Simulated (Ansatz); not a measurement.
Crystal: InSe.

```
In Se
1.0
     2.00000    1.15470    8.44000
    -2.00000    1.15470    8.44000
     0.00000   -2.30940    8.44000
In Se
2 2
Direct
  0.88860 0.88860 0.88860
  0.00000 0.00000 0.00000
  0.17190 0.17190 0.17190
  0.38350 0.38350 0.38350
```

```yaml
Program: Ansatz 0.2.0
Task: relaxation of cell and atoms
Functional: PBE
Potentials_or_basis: Ansatz PAW
Cutoff: "420 eV (not typed: the program's choice for these potentials)"
k_mesh: 8 × 8 × 8
Occupations: fermi-dirac, width 0.05 eV
Spin: no spin polarisation
```

At the start: volume 29.24 Å³/atom.

Problem. Where does the relaxation end?

Solution. It ends after 8 steps and the volume is 33.45 Å³/atom (+14.4 %); space group R3m (No. 160, to 0.05 Å).

The path:
| step | energy change (eV) | largest force (eV/Å) | volume (Å³) |
| --- | --- | --- | --- |
| 1 | 0.0000 | 0.3649 | 116.95 |
| 2 | -0.0442 | 0.5386 | 131.37 |
| 3 | -0.0758 | 0.0366 | 128.95 |
| 4 | -0.0783 | 0.0219 | 129.27 |
| 5 | -0.0804 | 0.0207 | 130.64 |
| 6 | -0.0811 | 0.0159 | 132.51 |
| 7 | -0.0813 | 0.0043 | 133.80 |
| 8 | -0.0838 | 0.0049 | 133.80 |

Final structure:
```yaml
crystal:
  lattice:
    - [2.04350, 1.17982, 9.24923]
    - [-2.04350, 1.17982, 9.24923]
    - [0.00000, -2.35963, 9.24923]
  atoms:
    - { symbol: In, position: [0.89343, 0.89343, 0.89343] }
    - { symbol: In, position: [0.99524, 0.99524, 0.99524] }
    - { symbol: Se, position: [0.18088, 0.18088, 0.18088] }
    - { symbol: Se, position: [0.37445, 0.37445, 0.37445] }
```

Caveat: the plane-wave basis is chosen anew once the cell has moved, so the energies of steps on either side of that aren't comparable.
